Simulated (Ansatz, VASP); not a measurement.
**One calculation of InAs, two programs**

```
In As
1.0
     0.00000    2.97191    2.97191
     2.97191    0.00000    2.97191
     2.97191    2.97191    0.00000
In As
1 1
Direct
  0.50000 0.50000 0.50000
  0.00000 0.00000 0.00000
```

Alike in both runs: task single point; functional PBEsol; k mesh 12 × 12 × 12; occupations gaussian, width 0.1 eV; no spin polarisation.

|  | VASP | Ansatz |
| --- | --- | --- |
| version | VASP 6.6.1 | Ansatz 0.2.0 |
| potentials or method | VASP PAW PBE potentials, release 64 (In_d, As) | scalar-relativistic, plane waves, PAW |
| plane-wave cutoff (eV) | 520 | 420 |
| valence electrons in the cell | 18 | 28 |

|  | VASP | Ansatz | Ansatz less VASP |
| --- | --- | --- | --- |
| gap on the k mesh at the Fermi level (eV) | none | none | - |
| pressure (GPa) | -7.4 | -7.4 | -0.07 |

A gap of «none» marks a metal or a gap that the smearing closes. With one functional, cell and mesh, what is left measures potentials, basis and numerics. The two sets of potentials don't hold the same shells in valence.

Caveats: the PAW data sets were made with another functional, which shifts forces and pressure a little (VASP).
